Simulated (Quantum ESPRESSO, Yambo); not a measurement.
# AlN (F-43m): G0W0 with Yambo, start to end, part 2 of 3

Aim: the G0W0 gap of AlN (F-43m) on PBE, step by step.

Quantum ESPRESSO 7.5 and Yambo 5.3.0; PBE and many-body steps on it, plane waves. Known limits of the many-body steps: not at the basis limit; coarse k mesh.

So far. Step 2 (Ground state): The gap is indirect, with the least direct gap 0.87 eV higher. Step 3 (Bands along the symmetry lines): The gap is 3.325 eV, as in the run before at this level.

**4. Empty states on the mesh, 4×4×4 mesh, 51 bands**

Level of this step: DFT, PBE, plane waves, norm-conserving pseudopotentials (Quantum ESPRESSO).

The sums over transitions need many empty states on a uniform mesh; this step solves for them.

pw.in reads:

```
&control
  calculation = 'nscf'
  prefix = 'x'
  outdir = 'o'
  pseudo_dir = 'pseudo'
/
&system
  ibrav = 0
  nat = 2
  ntyp = 2
  ecutwfc = 72.0
  nbnd = 51
  force_symmorphic = .true.
/
&electrons
  conv_thr = 1e-9
  electron_maxstep = 80
  diago_full_acc = .true.
  diago_thr_init = 5e-6
/
ATOMIC_SPECIES
  Al 26.982 Al.upf
  N 14.007 N.upf
CELL_PARAMETERS angstrom
  -0.0000000000 2.1839935596 2.1839935596
  2.1839935596 -0.0000000000 2.1839935596
  2.1839935596 2.1839935596 -0.0000000000
ATOMIC_POSITIONS crystal
  Al 0.0000000000 0.0000000000 0.0000000000
  N 0.7500000000 0.7500000000 0.7500000000
K_POINTS automatic
  4 4 4 0 0 0
```

Run with:

```sh
> OMP_NUM_THREADS=1 mpirun -n 8 pw.x -nk 4 -in pw.in > pw.out
```

What it wrote:

```text
[banner, memory and clock lines left out]
Program PWSCF v.7.5 starts

     Atomic positions and unit cell read from directory:
     o/x.save/

     Message from routine setup:
     using ibrav=0 with symmetry is DISCOURAGED, use correct ibrav instead

     bravais-lattice index     =            0
     lattice parameter (alat)  =       5.8367  a.u.
     unit-cell volume          =     140.5985 (a.u.)^3
     number of atoms/cell      =            2
     number of atomic types    =            2
     number of electrons       =         8.00
     number of Kohn-Sham states=           51
     kinetic-energy cutoff     =      72.0000  Ry
     charge density cutoff     =     288.0000  Ry
     Exchange-correlation= PBE
                           (   1   4   3   4   0   0   0)

     celldm(1)=   5.836671  celldm(2)=   0.000000  celldm(3)=   0.000000
     celldm(4)=   0.000000  celldm(5)=   0.000000  celldm(6)=   0.000000

     crystal axes: (cart. coord. in units of alat)
               a(1) = (  -0.000000   0.707107   0.707107 )
               a(2) = (   0.707107  -0.000000   0.707107 )
               a(3) = (   0.707107   0.707107  -0.000000 )

     reciprocal axes: (cart. coord. in units 2 pi/alat)
               b(1) = ( -0.707107  0.707107  0.707107 )
               b(2) = (  0.707107 -0.707107  0.707107 )
               b(3) = (  0.707107  0.707107 -0.707107 )
     Pseudo is Norm-conserving + core correction, Zval =  3.0
     Generated using ONCVPSP code by D. R. Hamann
     Using radial grid of 1876 points,  6 beta functions with:
     Pseudo is Norm-conserving + core correction, Zval =  5.0
     Generated using ONCVPSP code by D. R. Hamann
     Using radial grid of 1058 points,  4 beta functions with:
     Al                3.00    26.98200     Al( 1.00)
     N                 5.00    14.00700     N ( 1.00)

     24 Sym. Ops. (no inversion) found

   Cartesian axes

     site n.     atom                  positions (alat units)
         1        Al     tau(   1) = (   0.0000000   0.0000000   0.0000000  )
         2        N      tau(   2) = (   1.0606602   1.0606602   1.0606602  )

     number of k points=     8
                       cart. coord. in units 2pi/alat
        k(    1) = (   0.0000000   0.0000000   0.0000000), wk =   0.0312500
        k(    2) = (   0.1767767   0.1767767  -0.1767767), wk =   0.2500000
        k(    3) = (  -0.3535534  -0.3535534   0.3535534), wk =   0.1250000
[...]
k(    7) = (  -0.7071068   0.0000000   0.0000000), wk =   0.0937500
        k(    8) = (  -0.7071068   0.3535534   0.0000000), wk =   0.1875000

     Dense  grid:    11575 G-vectors     FFT dimensions: (  32,  32,  32)

     The potential is recalculated from file :
     o/x.save/charge-density

     Starting wfcs are    8 randomized atomic wfcs +   43 random wfcs

     Band Structure Calculation

     End of band structure calculation

          k = 0.0000 0.0000 0.0000 (  1459 PWs)   bands (ev):

    -8.0106   6.9565   6.9565   6.9565  11.1486  19.5460  19.5460  19.5460
    24.7019  24.7019  26.0437  26.0437  26.0437  28.1059  33.0105  41.4952
    41.4952  41.4952  51.7409  51.7409  51.7409  53.4070  53.4070  57.3821
[...]
84.5552  84.5552  87.5365

          k = 0.1768 0.1768-0.1768 (  1447 PWs)   bands (ev):

[...]
91.8324  91.8324  92.3060

          k =-0.3536-0.3536 0.3536 (  1458 PWs)   bands (ev):

[...]
66.7775  71.3619  72.8126  74.8721  74.8721  77.2795  77.2795  78.2690
    82.0128  85.8657  85.8657  88.7863  88.7863  91.6992  91.6992  92.8200
    93.8518  93.8518  94.5716

          k = 0.3536 0.0000 0.0000 (  1475 PWs)   bands (ev):

     [... further k-points ...]

     highest occupied, lowest unoccupied level (ev):     6.9565   10.2814

     XML data file, pseudopotentials, collected wavefunctions
```

Elapsed: 1.2 s, on 8 MPI ranks of Arm Neoverse V1, shared host; peak memory 0.05 GiB.

This step gave:

| Property | Result |
| --- | --- |
| gap | 3.325 eV |
| k of the valence top | 0, 0, 0 |
| k of the conduction bottom | 0, -0.5, -0.5 |
| least direct gap | 4.192 eV |
| k points computed | 8 |
| lowest point of the top converged band, above the valence top | 80.5799 eV |

On this mesh the gap is 3.325 eV.

**5. Conversion and set-up**

This step: Yambo 5.3.0; conversion and set-up on PBE, plane waves, norm-conserving pseudopotentials.

The states are converted to the many-body program's format and the q mesh is built.

Run with:

```sh
> (cd o/x.save; p2y > p2y.log; mv SAVE ../..); yambo > setup.log
```

What it wrote:

```text
 Yambo, version 5.3.0

 [02] CORE Variables Setup
 =========================

  [02.01] Unit cells
  ==================

  Cell kind             :  FCC
  Atoms in the cell     :  Al  N
  number of Al atoms    :  1
  number of N  atoms    :  1

  List of atomic masses
  Mass of Al    :  26.98200
  Mass of N     :  14.00700

  List of atomic coordinates    : [cc]
  Al1       :  0.000000  0.000000  0.000000  order 1
  N1       :  6.190725  6.190725  6.190725  order 2

  Alat factors          :  4.127150  4.127150  4.127150 [a.u.]
  Direct lattice volume :  140.5985 [a.u.]
  Direct lattice vectors:  A[ 1 ]  A[ 2 ]  A[ 3 ]
   A[ 1 ]: -0.000000  1.000000  1.000000  [iru]
  -0.000000  4.127150  4.127150  [cc]
   A[ 2 ]:  1.000000 -0.000000  1.000000  [iru]
   4.127150 -0.000000  4.127150  [cc]
   A[ 3 ]:  1.000000  1.000000 -0.000000  [iru]
   4.127150  4.127150 -0.000000  [cc]

  Recip. lattice volume :  1.764245 [a.u.]
  Recip. lattice vectors:  B[ 1 ]  B[ 2 ]  B[ 3 ]
   B[ 1 ]: -0.500000  0.500000  0.500000  [iku]
  -0.761202  0.761202  0.761202  [cc]
   B[ 2 ]:  0.500000 -0.500000  0.500000  [iku]
   0.761202 -0.761202  0.761202  [cc]
   B[ 3 ]:  0.500000  0.500000 -0.500000  [iku]
   0.761202  0.761202 -0.761202  [cc]

  [02.02] Symmetries
  ==================

  Inversion symmetry    : yes
  Spatial inversion     : no
  Inversion index       :  25
  K-space Time-reversal : yes
  Magnetic symmetries   : no
  Time-reversal derived K-space symmetries:   25   48
  Group table correct   : yes
  Symmetries units      :  [cc]

   [S  1]:   1.0000     -0.16624E-17 -0.16624E-17 -0.16624E-17   1.0000      0.16624E-17  0.16624E-17  0.16624E-17   1.0000
   [S  2]:  -1.0000      0.16624E-17 -0.16624E-17  0.16624E-17  -1.0000      0.16624E-17 -0.16624E-17 -0.16624E-17   1.0000
   [S  3]:  -1.0000     -0.16624E-17  0.16624E-17  0.16624E-17   1.0000     -0.16624E-17 -0.16624E-17  0.16624E-17  -1.0000
[...]
[S  9]: -0.16624E-17   1.0000     -0.16624E-17  0.16624E-17 -0.16624E-17   1.0000       1.0000      0.16624E-17  0.16624E-17
   [S 10]: -0.16624E-17  -1.0000      0.16624E-17  0.16624E-17  0.16624E-17  -1.0000       1.0000     -0.16624E-17 -0.16624E-17
     [... 36 further rows ...]
   [S*47]:   1.0000     -0.16624E-17  0.16624E-17 -0.16624E-17  0.16624E-17  -1.0000      0.16624E-17   1.0000     -0.16624E-17
   [S*48]:   1.0000      0.16624E-17 -0.16624E-17 -0.16624E-17 -0.16624E-17   1.0000      0.16624E-17  -1.0000      0.16624E-17

  [02.03] Reciprocal space
  ========================

  nG shells         :  167
  nG charge         :  11575
  nG WFs            :  1905
  nC WFs            :  1475
  G-vecs. in first 16 shells:  [ Number ]
     1    9   15   27   51   59   65   89  113
   137  169  181  229  259  283  307
  ...
  Shell energy in first 16 shells:  [ mHa ]
[...]
K lattice UC volume  :  0.027566 [a.u.]

  IBZ K-points                                      :   8
  BZ  K-points                                      :   64

  K/Q-points units:
  rlu = crystal or reduced units; cc = cartesian coordinates; iku = interal k-units

  K [1]          [rlu]:  0.000000  0.000000  0.000000
         WF components:  1459
  K [2]          [rlu]: -0.52978E-17 -0.52978E-17  0.25000
         WF components:  1447
  K [3]          [rlu]:  0.10596E-16  0.10596E-16 -0.50000
         WF components:  1458
  K [4]          [rlu]:  0.17136E-17  0.25000      0.25000
         WF components:  1475
  K [5]          [rlu]:  0.71862E-17  0.25000     -0.50000
         WF components:  1461
  [... 2 further k-points ...]
  K [8]          [rlu]:  0.250000 -0.500000 -0.250000
         WF components:  1448

  [02.05] Energies & Occupations
  ==============================

  [X] === General ===
  [X] Electronic Temperature                        :  0.000000  0.000000 [eV K]
  [X] Bosonic    Temperature                        :  0.000000  0.000000 [eV K]
  [X] Finite Temperature mode                       : no
  [X] El. density                                   :  0.38398E+24 [cm-3]
  [X] Fermi Level                                   :  6.956541 [eV]

  [X] === Gaps and Widths ===
  [X] Conduction Band Min                           :  3.324859 [eV]
  [X] Valence Band Max                              :  0.000000 [eV]
  [X] Filled Bands                                  :   4
  [X] Empty Bands                                   :    5   51
  [X] Direct Gap                                    :  4.192097 [eV]
  [X] Direct Gap localized at k                     :  1
  [X] Indirect Gap                                  :  3.324859 [eV]
  [X] Indirect Gap between kpts                     :   1   7
  [X] Last valence band width                       :  2.697200 [eV]
  [X] 1st conduction band width                     :  4.489928 [eV]

  E @ K [1]:  [eV]
   -14.9671    -0.826624E-8 -0.156343E-8   0.00000      4.19210      12.5894      12.5894      12.5894
  occ @ K [1]
   2.000000  2.000000  2.000000  2.000000  0.000000  0.000000  0.000000  0.000000
  E @ K [2]:  [eV]
  -14.11652  -3.25771  -0.25553  -0.25553   6.45187  10.97736  12.34939  12.34939
  occ @ K [2]
[...]
E @ K [3]:  [eV]
[...]
occ @ K [3]
[...]
E @ K [4]:  [eV]
[...]
occ @ K [4]
[...]
E @ K [5]:  [eV]
[...]
occ @ K [5]
[...]
[... 2 further k-points ...]
  E @ K [8]:  [eV]
  -12.22523  -3.77424  -3.43625  -2.69720   6.04839  11.44788  11.98020  12.16006
  occ @ K [8]
   2.000000  2.000000  2.000000  2.000000  0.000000  0.000000  0.000000  0.000000

 [03] Transferred momenta grid and indexing
 ==========================================

 IBZ Q-points                                      :   8
 BZ  Q-points                                      :   64

 K/Q-points units:
 rlu = crystal or reduced units; cc = cartesian coordinates; iku = interal k-units

 Q [1]          [rlu]:  0.000000  0.000000  0.000000
 Q [2]          [rlu]: -0.52978E-17 -0.52978E-17  0.25000
 Q [3]          [rlu]:  0.10596E-16  0.10596E-16 -0.50000
[...]
Q [7]          [rlu]: -0.39890E-16 -0.50000     -0.50000
 Q [8]          [rlu]:  0.250000 -0.500000 -0.250000

  [03.01] X indexes
  =================

   [03.01.01] Sigma indexes
   ========================

 [06] Game Over & Game summary
```

Wall time 2 s (1 MPI rank); peak memory 0.23 GiB.

(Part 2 of 3 ends here.)

[Paths, hosts, dates, memory and timing lines, banners, echoed tables and standing remarks are left out of the program output.]

[Logs are printed without paths, hosts, clocks, repeated set-up lines and the standing remarks that a program may print on its own settings, such as how far it seeks lower states.]

[Runs of the session that timed out or met a known fault of the program may be left out.]

[Hosts, paths, dates, database ids (printed as entryN), source tags and the programs' standing remarks are cut or masked in the printed files.]
